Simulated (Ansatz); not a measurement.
Runs of Ansatz 0.2.0 on GaAs. The structure is cubic, space group F-43m (No. 216). Conventional cell: a = 5.654 Å, b = 5.654 Å, c = 5.654 Å, α = 90.00°, β = 90.00°, γ = 90.00°. Around As (site symmetry -43m) lie 4 Ga at 2.45 Å. Ga (site symmetry -43m) is surrounded by 4 As at 2.45 Å. 

| task | level | cell | k mesh | cutoff (eV) | smearing | basis error allowed | gap on the mesh (eV) | pressure (GPa) |
| --- | --- | --- | --- | --- | --- | --- | --- | --- |
| single point | PBE | as given | 5 × 5 × 5 | 291 | fermi-dirac 0.04 eV | 0.002 eV/atom | 0.52 | 3.3 |
| relaxation of cell and atoms | PBEsol | relaxed to 5 GPa | 8 × 8 × 8 | - | fermi-dirac 0.05 eV | 0.001 eV/atom | 0.90 | 5.0 |
| elastic constants | PBE | as given | 6 × 6 × 6 | 315 | fermi-dirac 0.05 eV | 0.002 eV/atom | 0.52 | 3.3 |
| relaxation of cell and atoms | PBEsol | relaxed to 10 GPa | 8 × 8 × 8 | - | fermi-dirac 0.05 eV | 0.001 eV/atom | (a) | 10.0 |
| relaxation of cell and atoms | PBEsol | relaxed to 20 GPa | 8 × 8 × 8 | - | fermi-dirac 0.05 eV | 0.001 eV/atom | 0.95 | 20.0 |

Alike in all rows: potentials or basis all-electron LAPW, scalar-relativistic; no spin polarisation.

Problem. Fill in the values left out.

Solution. (a) 1.13.

Caveats: the cell is more than 3 GPa from zero pressure, which shifts response properties (some runs).

A k mesh can miss the band edges, and the runs leave out spin-orbit coupling on As, Ga.
